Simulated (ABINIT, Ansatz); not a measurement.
This is a calculation of TiC for ABINIT 10.8.3 (patched build). Atoms were shifted at random by some hundredths of an Å from the given cell, which wasn't relaxed again for these runs. The cell is a database's computed one, not the measured one.

run.abi

```
# Pseudopotentials
pp_dirpath "./"
pseudos "Ti.upf, C.upf"

# Structure
acell 3*1.0 Angstrom
rprim
     0.0000000000     2.1657188437     2.1657188437
     2.1657188437     0.0000000000     2.1657188437
     2.1657188437     2.1657188437     0.0000000000
ntypat 2
znucl 22 6
natom 2
typat 1 2
xred
    -0.0179180000     0.0215340000    -0.0071780000
     0.4843900000     0.5074340000     0.5141740000
chkprim 0
chksymtnons 0
tolsym 1.0e-6

# Plane-wave basis
ecut 42.0

# k points
kptopt 1
ngkpt 11 11 11
nshiftk 1
shiftk 0.0 0.0 0.0

# Exchange and correlation
ixc -116133

# Bands and occupations
nband 12
occopt 3
tsmear 0.05 eV

# SCF cycle
nstep 100
tolvrs 1.0e-10

# Output
iomode 3
prtwf 0
prtden 0
prteig 0
prtebands 0
enunit 2
```

Potentials or basis: PseudoDojo NC SR PBEsol v0.4.1 standard.

Run with:

```sh
$ abinit run.abi > log 2>&1
```

Task: Translate it to Ansatz 0.2.0. Potentials or basis there: Ansatz PAW, cutoff 420 eV.

Result: As run (cutoffs and basis follow the program's own potentials, and thresholds, step limits or extra output files can differ):

The input input.yaml:

```yaml
crystal:
  lattice:
    - [0.0, 2.1657188437, 2.1657188437]
    - [2.1657188437, 0.0, 2.1657188437]
    - [2.1657188437, 2.1657188437, 0.0]
  atoms:
    - { symbol: Ti, position: [-0.017918, 0.021534, -0.007178] }
    - { symbol: C, position: [0.48439, 0.507434, 0.514174] }
hamiltonian:
  xc: pbesol
  pseudopotentials: { kind: paw }
kpoints:
  mp_grid: { grid: [11, 11, 11] }
scf:
  occupations: { method: fermi_dirac, width: 0.05 }
output:
  forces: true
  stress: true
  eigenvalues: true
```

Potentials or basis: Ansatz PAW.

Run with:

```sh
$ ansatz run input.yaml --threads 1 --pin off --max-ram 3584MiB --backend cpu --events-out ev --progress --plain --runs-dir out
```

Both were run:

|  | ABINIT | Ansatz |
| --- | --- | --- |
| Pressure | -6.1 GPa | -6.3 GPa |
| Largest force | 0.553 eV/Å | 0.550 eV/Å |

Ansatz's pressure holds a Pulay term of +0.27 GPa for its cutoff of 420 eV, which the other run lacks.

Ansatz's potentials were made for PBE.

Where Ansatz's input types no cutoff or centring, it takes its own default and a Γ-centred mesh.

Pressure is positive in compression.
